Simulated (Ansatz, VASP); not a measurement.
**Two plane-wave programs on Ru**

```
Ru
1.0
     3.52144    0.00000    0.00000
    -1.76072    3.04966    0.00000
     0.00000    0.00000    4.31675
Ru
3
Cartesian
  1.1738 0.0000 1.4389
  -0.5869 1.0165 2.8778
  1.1738 2.0331 0.0000
```

Alike in both runs: functional r2SCAN; k mesh 15 × 15 × 10; occupations gaussian, width 0.1 eV; no spin polarisation.

Ansatz relaxed the structure, and its values are those at the end. VASP's run is a single point on that final structure, the one shown.

|  | VASP | Ansatz |
| --- | --- | --- |
| version | VASP 6.6.1 | Ansatz 0.2.0 |
| potentials or method | VASP PAW PBE potentials, release 64 (Ru_pv) | scalar-relativistic, plane waves, PAW |
| plane-wave cutoff (eV) | 520 | 500 |
| valence electrons in the cell | 42 | 48 |

|  | VASP | Ansatz | Ansatz less VASP |
| --- | --- | --- | --- |
| gap on the k mesh at the Fermi level (eV) | none | none | - |
| pressure (GPa) | 1.2 | 0.0 | -1.22 |

A gap of «none» marks a metal or a gap that the smearing closes. The two sets of potentials don't hold the same shells in valence.

Caveats: the PAW data sets were made with another functional, which shifts forces and pressure a little (VASP).
